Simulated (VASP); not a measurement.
# Ba in VASP: convergence with ENCUT

Aim: find how far ENCUT must go before the results for Ba settle, at LDA. This setting moves, with any that are tied to it; all else stays.

Everything below comes from runs of VASP 6.6.1. Logs are shortened: lines on timing, memory, paths and dates and some standing lists are left out, and cuts for length are marked.

## (1) Starting point

The cell holds a slab with vacuum, 2 atoms: a = 3.910 Å, b = 4.141 Å, c = 20.700 Å, α = 90.00°, β = 90.00°, γ = 118.17°.

The slab is cut from a database's or a generator's crystal, which needn't be the stable form of the element.

## (2) With ENCUT 200 eV

The input, INCAR:

```
PREC = Accurate ; ENCUT = 200
EDIFF = 1E-7 ; ISMEAR = 0
SIGMA = 0.02 ; LREAL = False
LASPH = True ; NELM = 100
ALGO = Fast ; ISIF = 2
LWAVE = False ; LCHARG = False
GGA = CA ; NBANDS = 17
```

The input, KPOINTS:

```
Automatic mesh
0
Gamma
  6 6 1
```

The input, POSCAR:

```
Ba
1.0
    3.9100000000      0.0000000000      0.0000000000
   -1.9550000000      3.6500000000      0.0000000000
    0.0000000000      0.0000000000     20.7000000000
Ba
2
Direct
    0.0000000000      0.0000000000      0.3623188406
    0.0000000000      0.0000000000      0.6376811594
```

Potentials or basis: VASP PAW LDA potentials, release 64 (Ba_sv).

The run is started by

```
$ cat potpaw_LDA.64/Ba_sv/POTCAR > POTCAR
$ mpirun -np 1 vasp_std > vasp.out
```

OUTCAR:

```text
PREC = Accurate
   ENCUT = 200
   EDIFF = 1E-7
   ISMEAR = 0
   LREAL = False
   LASPH = True
   NELM = 100
   ISIF = 2
   GGA = CA

 Found     13 irreducible k-points:

 Following reciprocal coordinates:
            Coordinates               Weight
  0.000000  0.000000  0.000000      1.000000
  0.166667 -0.000000  0.000000      4.000000
  0.333333 -0.000000  0.000000      4.000000
  0.500000 -0.000000  0.000000      2.000000
  0.000000  0.166667  0.000000      2.000000
  0.166667  0.166667  0.000000      4.000000
   k-points           NKPTS =     13   k-points in BZ     NKDIM =     13   number of bands    NBANDS=     17
   number of dos      NEDOS =    301   number of ions     NIONS =      2
   total plane-waves  NPLWV =  34560
   dimension x,y,z NGX =    18 NGY =   20 NGZ =   96
   dimension x,y,z NGXF=    36 NGYF=   40 NGZF=  192
   ions per type =               2
   NGX,Y,Z   is equivalent  to a cutoff of   7.65,  8.03,  7.71 a.u.
   NGXF,Y,Z  is equivalent  to a cutoff of  15.31, 16.06, 15.42 a.u.
 SYSTEM =  unknown system
   PREC   = accura    normal or accurate (medium, high low for compatibility)
   ISTART =      0    job   : 0-new  1-cont  2-samecut
   ICHARG =      2    charge: 1-file 2-atom 10-const
   ISPIN  =      1    spin polarized calculation?
   LNONCOLLINEAR =      F non collinear calculations
   LSORBIT =      F    spin-orbit coupling
   LASPH  =      T    aspherical Exc in radial PAW
   ENCUT  =  200.0 eV  14.70 Ry    3.83 a.u.   4.51  4.77 23.87*2*pi/ulx,y,z
   NELM   =    100;   NELMIN=  2; NELMDL= -5     # of ELM steps
   EDIFF  = 0.1E-06   stopping-criterion for ELM
   LREAL  =      F    real-space projection
   EDIFFG = 0.1E-05   stopping-criterion for IOM
   NSW    =      0    number of steps for IOM
   IBRION =     -1    ionic relax: 0-MD 1-quasi-New 2-CG
[... 33 lines left out ...]

 number of electron      20.0000015 magnetization

 Free energy of the ion-electron system (eV)
  ---------------------------------------------------
  ext. energy  EPLUGINS =         0.00000000
  ---------------------------------------------------
  free energy    TOTEN  =        -2.90598438 eV

  energy without entropy =       -2.90399850  energy(sigma->0) =       -2.90499144

 E-fermi :  -0.7565     XC(G=0):  -4.0519

 val. band max:       -0.7599270989   @ k =   0.3333  -0.0000   0.0000
 cond. band min:      -0.7280713258   @ k =   0.0000   0.1667   0.0000
 fundamental gap:      0.0318557731
 Fermi energy:        -0.7565268361

 k-point     1 :       0.0000    0.0000    0.0000
  band No.  band energies     occupation
      1     -29.7980      2.00000
      2     -29.7978      2.00000
      3     -15.1657      2.00000
      4     -15.1550      2.00000
      5     -14.5435      2.00000
      6     -14.5431      2.00000
[... 97 lines left out ...]
      4     -15.0788      2.00000
      5     -14.9630      2.00000
      6     -14.9620      2.00000
[... 9 lines left out ...]
     16       1.0263      0.00000
     17       1.9782      0.00000

 [... further k-points ...]

------------------------ aborting loop because EDIFF is reached ----------------------------------------

  FORCE on cell =-STRESS in cart. coord.  units (eV):
  Direction    XX          YY          ZZ          XY          YZ          ZX
  --------------------------------------------------------------------------------------
  -------------------------------------------------------------------------------------
  Total        1.5331918      0.5758590     -1.2732762     -0.0000000      0.0000000      0.0000000
  in kB        8.3150931      3.1231065     -6.9054697     -0.0000000      0.0000000      0.0000000
  external PRESSURE =       1.5109099 kB  Pullay stress =       0.0000000 kB

 VOLUME and BASIS-vectors are now :
 -----------------------------------------------------------------------------
  energy-cutoff  :      200.00
  volume of cell :      295.42
      direct lattice vectors                 reciprocal lattice vectors
     3.910000000  0.000000000  0.000000000     0.255754476  0.136986301  0.000000000
    -1.955000000  3.650000000  0.000000000     0.000000000  0.273972603  0.000000000
     0.000000000  0.000000000 20.700000000     0.000000000  0.000000000  0.048309179

 POSITION                                       TOTAL-FORCE (eV/Angst)
 -----------------------------------------------------------------------------------
      0.00000      0.00000      7.50000         0.000000      0.000000      0.213237
      0.00000      0.00000     13.20000        -0.000000      0.000000     -0.213237
 -----------------------------------------------------------------------------------
    total drift:                               -0.000000      0.000000      0.000000

  FREE ENERGIE OF THE ION-ELECTRON SYSTEM (eV)
  ---------------------------------------------------
  free  energy   TOTEN  =        -2.9059843754 eV

  energy  without entropy=       -2.9039985026  energy(sigma->0) =       -2.90499144
```

OSZICAR:

```text
N       E                     dE             d eps       ncg     rms          rms(c)
DAV:   1     0.919472247938E+02    0.91947E+02   -0.55155E+03   578   0.409E+02
DAV:   2     0.603484411753E+01   -0.85912E+02   -0.84671E+02   614   0.138E+02
DAV:   3    -0.354323864133E+01   -0.95781E+01   -0.94442E+01   769   0.393E+01
[... 16 lines left out ...]
RMM:  20    -0.290597939588E+01   -0.91070E-05   -0.31262E-06   604   0.430E-03    0.195E-03
RMM:  21    -0.290598348370E+01   -0.40878E-05   -0.14231E-06   550   0.261E-03    0.731E-04
RMM:  22    -0.290598423049E+01   -0.74678E-06   -0.57019E-07   525   0.149E-03    0.262E-04
RMM:  23    -0.290598435468E+01   -0.12419E-06   -0.34714E-07   436   0.943E-04    0.163E-04
RMM:  24    -0.290598437540E+01   -0.20722E-07   -0.49218E-08   357   0.668E-04
   1 F= -.29059844E+01 E0= -.29049914E+01  d E =-.198587E-02
```

stdout:

```text
POSCAR found type information on POSCAR Ba
 POSCAR found :  1 types and       2 ions
 scaLAPACK will be used
 LDA part: xc-table for (Slater(with rela. corr.)+CA(PZ))
 , standard interpolation
 POSCAR, INCAR and KPOINTS ok, starting setup
 FFT: planning ... GRIDC
 FFT: planning ... GRID_SOFT
 FFT: planning ... GRID
 WAVECAR not read
 entering main loop
 num prob  num prob RMM:  23    -0.290598435468E+01   -0.12419E-06   -0.34714E-07   436   0.943E-04    0.163E-04
 num prob  num prob  num prob RMM:  24    -0.290598437540E+01   -0.20722E-07   -0.49218E-08   357   0.668E-04
```

Run time: 34 s. Hardware: 1 thread of Intel Xeon Platinum 8259CL at 2.50GHz (Skylake/Cascade Lake), shared host; peak memory 0.15 GiB.

What came out:

* Free energy: -2.9060 eV
* Largest force: 0.213 eV/Å
* Band gap on the k mesh: none (metal or under the smearing width)

## (3) With ENCUT 250 eV

INCAR, as its differences from that of step 2:

```diff
@@ -1,2 +1,2 @@
-PREC = Accurate ; ENCUT = 200
+PREC = Accurate ; ENCUT = 250
 EDIFF = 1E-7 ; ISMEAR = 0
```

KPOINTS is that of step 2.

POSCAR is that of step 2.

Potentials or basis: VASP PAW LDA potentials, release 64 (Ba_sv).

The run is started by

```
$ cat potpaw_LDA.64/Ba_sv/POTCAR > POTCAR
$ mpirun -np 1 vasp_std > vasp.out
```

Run time: 39 s. Hardware: 1 thread of Intel Xeon Platinum 8259CL at 2.50GHz (Skylake/Cascade Lake), shared host; peak memory 0.17 GiB.

What came out:

| Item | Value |
| --- | --- |
| Free energy | -2.9002 eV |
| Largest force | 0.213 eV/Å |
| Band gap on the k mesh | none (metal or under the smearing width) |

## (4) With ENCUT 300 eV

INCAR, as its differences from that of step 3:

```diff
@@ -1,2 +1,2 @@
-PREC = Accurate ; ENCUT = 250
+PREC = Accurate ; ENCUT = 300
 EDIFF = 1E-7 ; ISMEAR = 0
```

KPOINTS is that of step 3.

POSCAR is that of step 3.

The run is started by

```
$ cat potpaw_LDA.64/Ba_sv/POTCAR > POTCAR
$ mpirun -np 1 vasp_std > vasp.out
```

Run time: 66 s. Hardware: 1 thread of Intel Xeon Platinum 8259CL at 2.50GHz (Skylake/Cascade Lake), shared host; peak memory 0.19 GiB.

What came out:

```
Free energy            : -2.8991 eV
Largest force          : 0.213 eV/Å
Band gap on the k mesh : none (metal or under the smearing width)
```

## (5) With ENCUT 350 eV

INCAR, as its differences from that of step 4:

```diff
@@ -1,2 +1,2 @@
-PREC = Accurate ; ENCUT = 300
+PREC = Accurate ; ENCUT = 350
 EDIFF = 1E-7 ; ISMEAR = 0
```

KPOINTS is that of step 4.

POSCAR is that of step 4.

The run is started by

```
$ cat potpaw_LDA.64/Ba_sv/POTCAR > POTCAR
$ mpirun -np 1 vasp_std > vasp.out
```

Run time: 1.7 min. Hardware: 1 thread of Intel Xeon Platinum 8259CL at 2.50GHz (Skylake/Cascade Lake), shared host; peak memory 0.2 GiB.

Results:

| Quantity | Value |
| --- | --- |
| Free energy | -2.8992 eV |
| Largest force | 0.213 eV/Å |
| Band gap on the k mesh | none (metal or under the smearing width) |

## (6) With ENCUT 400 eV

INCAR, as its differences from that of step 5:

```diff
@@ -1,2 +1,2 @@
-PREC = Accurate ; ENCUT = 350
+PREC = Accurate ; ENCUT = 400
 EDIFF = 1E-7 ; ISMEAR = 0
```

KPOINTS is that of step 5.

POSCAR is that of step 5.

Potentials or basis: VASP PAW LDA potentials, release 64 (Ba_sv).

The run is started by

```
$ cat potpaw_LDA.64/Ba_sv/POTCAR > POTCAR
$ mpirun -np 1 vasp_std > vasp.out
```

Run time: 90 s. Hardware: 1 thread of Intel Xeon Platinum 8259CL at 2.50GHz (Skylake/Cascade Lake), shared host; peak memory 0.24 GiB.

Results:

| Property | Result |
| --- | --- |
| Free energy | -2.8990 eV |
| Largest force | 0.213 eV/Å |
| Band gap on the k mesh | none (metal or under the smearing width) |

## (7) With ENCUT 450 eV

INCAR, as its differences from that of step 6:

```diff
@@ -1,2 +1,2 @@
-PREC = Accurate ; ENCUT = 400
+PREC = Accurate ; ENCUT = 450
 EDIFF = 1E-7 ; ISMEAR = 0
```

KPOINTS is that of step 6.

POSCAR is that of step 6.

The run is started by

```
$ cat potpaw_LDA.64/Ba_sv/POTCAR > POTCAR
$ mpirun -np 1 vasp_std > vasp.out
```

It took 2.1 min on 1 thread of Intel Xeon Platinum 8259CL at 2.50GHz (Skylake/Cascade Lake), shared host; peak memory 0.26 GiB.

Results:

| Property | Result |
| --- | --- |
| Free energy | -2.8989 eV |
| Largest force | 0.213 eV/Å |
| Band gap on the k mesh | none (metal or under the smearing width) |

## (8) With ENCUT 500 eV

INCAR, as its differences from that of step 7:

```diff
@@ -1,2 +1,2 @@
-PREC = Accurate ; ENCUT = 450
+PREC = Accurate ; ENCUT = 500
 EDIFF = 1E-7 ; ISMEAR = 0
```

KPOINTS is that of step 7.

POSCAR is that of step 7.

The run is started by

```
$ cat potpaw_LDA.64/Ba_sv/POTCAR > POTCAR
$ mpirun -np 1 vasp_std > vasp.out
```

Wall time 2.3 min (1 thread of Intel Xeon Platinum 8259CL at 2.50GHz (Skylake/Cascade Lake), shared host); peak memory 0.3 GiB.

Results:

```yaml
Free_energy: -2.8990 eV
Largest_force: 0.213 eV/Å
Band_gap_on_the_k_mesh: none (metal or under the smearing width)
```

## (9) With ENCUT 600 eV

INCAR, as its differences from that of step 8:

```diff
@@ -1,2 +1,2 @@
-PREC = Accurate ; ENCUT = 500
+PREC = Accurate ; ENCUT = 600
 EDIFF = 1E-7 ; ISMEAR = 0
```

KPOINTS is that of step 8.

POSCAR is that of step 8.

Potentials or basis: VASP PAW LDA potentials, release 64 (Ba_sv).

The run is started by

```
$ cat potpaw_LDA.64/Ba_sv/POTCAR > POTCAR
$ mpirun -np 1 vasp_std > vasp.out
```

It took 3.7 min on 1 thread of Intel Xeon Platinum 8259CL at 2.50GHz (Skylake/Cascade Lake), shared host; peak memory 0.36 GiB.

What came out:

* Free energy: -2.8990 eV
* Largest force: 0.213 eV/Å
* Band gap on the k mesh: none (metal or under the smearing width)

## (10) With ENCUT 800 eV

INCAR, as its differences from that of step 9:

```diff
@@ -1,2 +1,2 @@
-PREC = Accurate ; ENCUT = 600
+PREC = Accurate ; ENCUT = 800
 EDIFF = 1E-7 ; ISMEAR = 0
```

KPOINTS is that of step 9.

POSCAR is that of step 9.

The run is started by

```
$ cat potpaw_LDA.64/Ba_sv/POTCAR > POTCAR
$ mpirun -np 1 vasp_std > vasp.out
```

Run time: 6 min. Hardware: 1 thread of Intel Xeon Platinum 8259CL at 2.50GHz (Skylake/Cascade Lake), shared host; peak memory 0.46 GiB.

Results (log left out):

* Free energy: -2.8989 eV
* Largest force: 0.213 eV/Å
* Band gap on the k mesh: none (metal or under the smearing width)

## (11) Result

| ENCUT | energy less the tightest run, at zero smearing (meV/atom) | SCF cycles | CPU time (s) | peak memory (GiB) |
| --- | --- | --- | --- | --- |
| 200 eV | -3.55 | 24 | 34 | 0.15 |
| 250 eV | -0.64 | 23 | 38 | 0.17 |
| 300 eV | -0.10 | 23 | 66 | 0.19 |
| 350 eV | -0.17 | 23 | 100 | 0.2 |
| 400 eV | -0.08 | 23 | 90 | 0.24 |
| 450 eV | -0.03 | 23 | 120 | 0.26 |
| 500 eV | -0.06 | 23 | 140 | 0.3 |
| 600 eV | -0.07 | 23 | 220 | 0.36 |
| 800 eV | 0.00 | 23 | 350 | 0.46 |

Against the tightest run, the energy stays within 1 meV/atom from 250 eV on. The tightest run that finished is the yardstick and may itself not be fully converged.
